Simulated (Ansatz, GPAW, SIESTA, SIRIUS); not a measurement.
# One calculation of Pb, 5 ways

```
Pb
1.0
     0.00000    3.43900    3.43900
     3.43900    0.00000    3.43900
     3.43900    3.43900    0.00000
Pb
2
Direct
  0.25000 0.25000 0.25000
  0.00000 0.00000 0.00000
```

This isn't the form of Pb at room conditions, which is fcc.

Alike in all runs: task equation of state; functional PBEsol; k mesh 7 × 7 × 7; occupations fermi-dirac, width 0.05 eV; no spin polarisation; no spin-orbit coupling.

| program and potentials | plane-wave cutoff (eV) | notes | equilibrium volume (Å³/atom) | bulk modulus (GPa) |
| --- | --- | --- | --- | --- |
| Ansatz, Ansatz PAW | 420 | potentials made for PBE, which Ansatz adapts in part | 41.26 | 30.5 |
| GPAW, PAW data sets generated for this functional | 600 | - | 40.85 | 31.1 |
| Ansatz, all-electron LAPW, scalar-relativistic | - | - | 41.26 | 30.4 |
| SIESTA, files PseudoDojo sr-pbesol-0.4.1-standard, DZP (energy shift 0.003 Ry; two zetas on semicore shells) | - | atomic basis | 41.73 | 31.3 |
| SIRIUS, PseudoDojo 0.4.1 PBEsol standard (scalar relativistic) | 765 | - | 41.33 | 30.5 |

The equilibrium volume spans 40.85 (GPAW, PAW data sets generated for this functional) to 41.73 Å³/atom (SIESTA, files PseudoDojo sr-pbesol-0.4.1-standard, DZP (energy shift 0.003 Ry; two zetas on semicore shells)), with all-electron results at 41.26. The bulk modulus spans 30.4 (Ansatz, all-electron LAPW, scalar-relativistic) to 31.3 GPa (SIESTA, files PseudoDojo sr-pbesol-0.4.1-standard, DZP (energy shift 0.003 Ry; two zetas on semicore shells)), with all-electron results at 30.4. Rows in atomic bases carry the error of their basis and grid, which can be large. For a metal such a mesh isn't converged, which the comparison doesn't need.

The functional is the same throughout but for its coding, so the spread measures potentials, basis and numerics; runs on potential files found faulty are left out.
